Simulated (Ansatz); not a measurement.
# Pt: how the settings move a single-point run

Aim: see which settings change the result for Pt, by how much, and at what cost.

The COD entry's cell or inner coordinates are ideal or old and differ from later refinements, so a difference from it is no clean test against experiment.

Program: Ansatz 0.2.0. Level of theory: reference: DFT, PBE, all-electron LAPW, scalar-relativistic. These are calculated values, not measurements.

**1. The starting structure**

The structure is cubic, space group Fm-3m (No. 225). The conventional cell has a = 3.916 Å, b = 3.916 Å, c = 3.916 Å, α = 90.00°, β = 90.00°, γ = 90.00°. Pt (site symmetry m-3m) has 12 Pt at 2.77 Å in its first shell of neighbours.

Structure file:

```
Pt
1.0
     0.00000    1.95790    1.95790
     1.95790    0.00000    1.95790
     1.95790    1.95790    0.00000
Pt
1
Direct
  0.00000 0.00000 0.00000
```

**2. Baseline**

input.yaml reads:

```yaml
crystal:
  lattice:
    - [0.0, 1.9579, 1.9579]
    - [1.9579, 0.0, 1.9579]
    - [1.9579, 1.9579, 0.0]
  atoms:
    - { symbol: Pt, position: [0.0, 0.0, 0.0] }
kpoints:
  mp_grid: { grid: [18, 18, 18] }
scf:
  occupations: { method: fermi_dirac, width: 0.03 }
hamiltonian:
  xc: pbe
  pseudopotentials: { kind: all_electron, lapw: { basis_error: 0.00025 } }
output:
  forces: true
  stress: true
  eigenvalues: true
basis:
  ecutwfc: 400
```

On the command line:

```bash
> ansatz run input.yaml --threads 1 --pin off --max-ram 2048MiB --backend cpu --events-out ev --progress --plain --runs-dir out
```

**3. Changing settings: preconditioner none**

Edit input.yaml of step 2 so:

```diff
@@ -11,2 +11,3 @@
   occupations: { method: fermi_dirac, width: 0.03 }
+  mixing: { preconditioner: none }
 hamiltonian:
```

**Question.** What will these runs give? Wanted: for each run, ending; energy change; pressure; gap; force.

As calculated:

| run | ending | energy change | pressure (GPa) | gap (eV) | force (eV/Å) | cycles | time |
| --- | --- | --- | --- | --- | --- | --- | --- |
| reference | converged | 0 | 11.4 | 0.00 | 0.00 | 8 | 17 s |
| 1: preconditioner none | converged | 0.0 meV/atom | 11.4 | 0.00 | 0.00 | 7 | 17 s |

Residual by cycle in the longest SCF loop of each run; runs are numbered as in the table. The quantity is the density residual dr2, in eV.

| cycle | reference | run 1 |
| --- | --- | --- |
| 1 | 0.0721 | 0.0721 |
| 2 | 0.00694 | 5.6e-4 |
| 3 | 0.00657 | 8.8e-4 |
| 4 | 0.00294 | 1.2e-4 |
| 5 | 6.9e-4 | 2.6e-6 |
| 6 | 1.9e-5 | 1.8e-8 |
| 7 | 5.9e-7 | 3.1e-11 |
| 8 | 2.6e-8 | - |

Same state: the changed mixing leaves the energy within 0.5 meV/atom. Cost: 7 SCF cycles against 8.
